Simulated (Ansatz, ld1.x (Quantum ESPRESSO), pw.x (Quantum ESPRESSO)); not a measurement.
# pw.x on diamond N: one setting changed

Potential: PAW, ld1.x (Quantum ESPRESSO) 7.5, PBE; core [He], reference 2s2 2p3; waves: 2s (bound): rcut 1.00, rcutus 1.05 bohr; 2s channel at -0.95 Ry: rcut 1.00, rcutus 1.05 bohr; 2p (bound): rcut 1.65, rcutus 2.05 bohr; 2p channel at -0.05 Ry: rcut 1.65, rcutus 2.05 bohr; 3d channel at -0.11 Ry: rc 1.85 bohr; local part: the d channel; core correction: none; augmentation: BESSEL, radius 1.00 bohr.

The reference run (k-mesh 11³, cutoffs 40/320 Ry, Fermi–Dirac 0.01 Ry, mixing_beta 0.4, conv_thr 1e-9, no spin) gives -0.39 GPa at 9.212 Å³/atom, where all-electron LAPW gives -0.81 GPa. This run, with its own iteration cap, changes mixing_mode to local-TF.

```
&control
  calculation='scf', prefix='x', pseudo_dir='./', outdir='./tmp', tstress=.true., disk_io='none'
/
&system
  ibrav=0, nat=2, ntyp=1, ecutwfc=40, ecutrho=320, nbnd=12,
  occupations='smearing', smearing='fd', degauss=0.01
/
&electrons
  conv_thr=1e-09, mixing_beta=0.4, electron_maxstep=50, mixing_mode='local-TF'
/
ATOMIC_SPECIES
N 1.0 N.UPF
CELL_PARAMETERS angstrom
  0.00000000 2.09628974 2.09628974
  2.09628974 0.00000000 2.09628974
  2.09628974 2.09628974 0.00000000
ATOMIC_POSITIONS crystal
N 0.0000 0.0000 0.0000
N 0.2500 0.2500 0.2500
K_POINTS automatic
11 11 11 0 0 0
```

```bash
pw.x < N.scf.in > N.scf.out
```

Q: How does the run end?

A: It converges in 8 iterations; the free energy moves by +0.0 meV/atom and the pressure by +0.00 GPa. The result is that of the reference run.

```
Message from routine setup:
     using ibrav=0 with symmetry is DISCOURAGED, use correct ibrav instead
     lattice parameter (alat)  =       5.6023  a.u.
     unit-cell volume          =     124.3313 (a.u.)^3
     number of electrons       =        10.00
     number of Kohn-Sham states=           12
     kinetic-energy cutoff     =      40.0000  Ry
     charge density cutoff     =     320.0000  Ry
     scf convergence threshold =      1.0E-09
     Exchange-correlation= SLA  PW   PBX  PBC
     number of k points=    56  Fermi-Dirac smearing, width (Ry)=  0.0100
     iteration #  1     ecut=    40.00 Ry     beta= 0.40
     total energy              =     -55.98308494 Ry
     estimated scf accuracy    <       0.01000560 Ry
     iteration #  2     ecut=    40.00 Ry     beta= 0.40
     total energy              =     -55.98184747 Ry
     estimated scf accuracy    <       0.00564408 Ry
     iteration #  3     ecut=    40.00 Ry     beta= 0.40
     total energy              =     -55.98261834 Ry
     estimated scf accuracy    <       0.00008118 Ry
     [... 2 iterations left out ...]
     iteration #  6     ecut=    40.00 Ry     beta= 0.40
     total energy              =     -55.98269032 Ry
     estimated scf accuracy    <       0.00000011 Ry
     iteration #  7     ecut=    40.00 Ry     beta= 0.40
     total energy              =     -55.98269053 Ry
     estimated scf accuracy    <       0.00000003 Ry
     iteration #  8     ecut=    40.00 Ry     beta= 0.40
     the Fermi energy is     6.2378 ev
!    total energy              =     -55.98269056 Ry
     estimated scf accuracy    <          8.6E-10 Ry
     smearing contrib. (-TS)   =      -0.00390071 Ry
     convergence has been achieved in   8 iterations
          total   stress  (Ry/bohr**3)                   (kbar)     P=       -3.92
     Message from routine punch:
     Nothing written, as per user request (disk_io='none')
```

The run took about 9.5 s on one core of a shared host (Intel(R) Xeon(R) Platinum 8259CL CPU @ 2.50GHz, 96 threads, 755 GiB, load 64).
